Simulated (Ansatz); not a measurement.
BaS, h-MgO type, relaxed with r2SCAN: 4 runs in Ansatz, each a calculation of independent-particle optics. Space group P6_3/mmc (No. 194), hexagonal; a = 5.384 Å, c = 6.382 Å in the conventional setting, 40.06 Å³ an atom. Around Ba lie 5 S at 3.11–3.19 Å; around S lie 5 Ba at 3.11–3.19 Å. Note: simulated data, non-magnetic, for a generated structure that need not be the stable one.

```
CELL_PARAMETERS angstrom
5.38445 0.00000 0.00000
-2.69222 4.66307 0.00000
0.00000 0.00000 6.38170
ATOMIC_POSITIONS crystal
Ba 0.33333 0.66667 0.25000
Ba 0.66667 0.33333 0.75000
S 0.66667 0.33333 0.25000
S 0.33333 0.66667 0.75000
```

On meshes this coarse, single peaks can be features of the mesh. No local fields, no excitons; the zone sum runs over the cells of the mesh, and ε∞ includes the bands left out of the spectrum. Up to four peaks are listed, those above 15 % of the tallest and inside the complete range; the four can differ from row to row. Rows marked drawn have settings drawn at random (some not listed).

```csv
functional,k mesh,broadening (eV),scissors (eV),range (eV),settings,direct gap on the mesh before scissors (eV),ε∞ xx,ε∞ yy,ε∞ zz,complete up to (eV),tallest peaks of mean ε₂ (eV)
PBE,6×6×4,0.1,0.00,0–15,chosen,2.67,4.25,4.25,4.47,15.0,4.35 5.05 5.95 6.60
r2SCAN,6×6×4,0.1,0.00,0–15,chosen,3.02,3.92,3.92,4.03,15.0,4.65 6.45 6.70 7.25
PBE,6×6×4,0.1,0.92 (to HSE06),0–15,chosen,2.67,3.83,3.83,4.00,15.0,5.30 6.00 6.85 7.55
PBE,6×6×4,0.15,1.50,0.5–20,drawn,2.67,3.63,3.63,3.78,20.0,5.80 7.40 8.00 19.20
```

The fundamental gap is indirect (2.56 eV with PBE on 6×6×4); the table holds the direct one. The two differ by only 0.11 eV.

The runs are scalar-relativistic, without spin-orbit coupling.
